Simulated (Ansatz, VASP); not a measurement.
Two plane-wave programs on BP

Contents of POSCAR:

```
BP
1.0
    0.0000000000      2.2909988256      2.2590883222
    2.2909988256      0.0000000000      2.2590883222
    2.2909988256      2.2909988256      0.0000000000
B P
1 1
Direct
    0.0000000000      0.0000000000      0.0000000000
    0.2500000000      0.2500000000      0.2500000000
```

The input INCAR.step1:

```
ALGO = Normal
EDIFF = 1E-4
ENCUT = 520
GGA = PE
ISMEAR = 0
LASPH = True
LCHARG = False
LREAL = False
LWAVE = True
NBANDS = 11
NELM = 100
PREC = Accurate
SIGMA = 0.01
```

The input INCAR.step2:

```
ALGO = Normal
EDIFF = 1E-7
ENCUT = 520
ISIF = 2
ISMEAR = 0
ISTART = 1
LASPH = True
LCHARG = False
LMIXTAU = True
LREAL = False
LWAVE = False
METAGGA = R2SCAN
NBANDS = 11
NELM = 100
PREC = Accurate
SIGMA = 0.01
```

File KPOINTS:

```
k-points
0
Gamma
  10 10 10
```

Input for Ansatz:

```yaml
crystal:
  lattice:
    - [0.0, 2.2909988256, 2.2590883222]
    - [2.2909988256, 0.0, 2.2590883222]
    - [2.2909988256, 2.2909988256, 0.0]
  atoms:
    - { symbol: B, position: [0.0, 0.0, 0.0] }
    - { symbol: P, position: [0.25, 0.25, 0.25] }
kpoints:
  mp_grid: { grid: [10, 10, 10] }
  band_path:
    path:
      - [0.0, 0.0, 0.0]
      - [-0.5, -0.5, 0.0]
      - [-0.375, -0.375, 0.25]
      - [-0.375, 0.0, 0.375]
      - [0.0, 0.0, 0.5]
      - [-0.5, -0.25, 0.25]
      - [0.411458, 0.411458, 0.0]
    npoints: 1
hamiltonian:
  xc: r2scan
scf:
  occupations: { method: fixed }
  n_extra_bands: 4
output:
  forces: true
  stress: true
  eigenvalues: true
  write_density: true
  write_potential: true
  elf: true
  volumetric_format: npy
```

Change from the starting cell: epitaxial_xy strain +1.0%.

Alike in both runs: task single point; functional r2SCAN; k mesh 10 × 10 × 10; no spin polarisation.

|  | VASP | Ansatz |
| --- | --- | --- |
| version | VASP 6.6.1 | Ansatz 0.2.0 |
| potentials or method | VASP PAW PBE potentials, release 64 (B, P) | plane waves, PAW |
| plane-wave cutoff (eV) | 520 | 500 |
| occupations | gaussian, width 0.01 eV | fixed |
| valence electrons in the cell | 8 | 8 |

```tsv
	VASP	Ansatz	Ansatz less VASP
gap on the k mesh at the Fermi level (eV)	1.25	1.22	-0.030
pressure (GPa)	-3.1	-2.6	+0.49
largest component of the traceless stress (GPa)	2.62	2.60	-0.012
```

Caveats: the PAW data sets were made with another functional, which shifts forces and pressure a little (VASP). A k mesh can miss the band edges.
